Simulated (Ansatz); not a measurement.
Take a crystal in which Os has been replaced by Fe on all its sites, with the cell rescaled by a rough guess (in some cases also distorted within its space group) and nothing relaxed:

```cif
data_structure
_symmetry_space_group_name_H-M 'P 1'
_symmetry_Int_Tables_number 1
_cell_length_a 2.6622
_cell_length_b 2.6622
_cell_length_c 4.2061
_cell_angle_alpha 90.000
_cell_angle_beta 90.000
_cell_angle_gamma 120.000
_cell_volume 25.82
loop_
_atom_site_label
_atom_site_type_symbol
_atom_site_fract_x
_atom_site_fract_y
_atom_site_fract_z
_atom_site_occupancy
Fe1 Fe 0.33333 0.66667 0.25000 1
Fe2 Fe 0.66667 0.33333 0.75000 1
```

The calculation used Ansatz, DFT PBEsol, scalar-relativistic, plane waves, PAW.

Cutoff 420 eV; k points 18×18×10 on the computed 2-atom cell (Γ-centred); Gaussian smearing, width 0.10 eV; collinear spin from starting moments 3.04 3.04 μB.

Will this cell want to expand or contract, and how hard?

The pressure is -16.8 GPa (positive in compression), so the cell would contract.

Is it a metal on this mesh?

Yes, a band crosses the Fermi level.

What moments result?

Fe1 2.70, Fe2 2.70 μB.

This form isn't the element's structure at ambient conditions.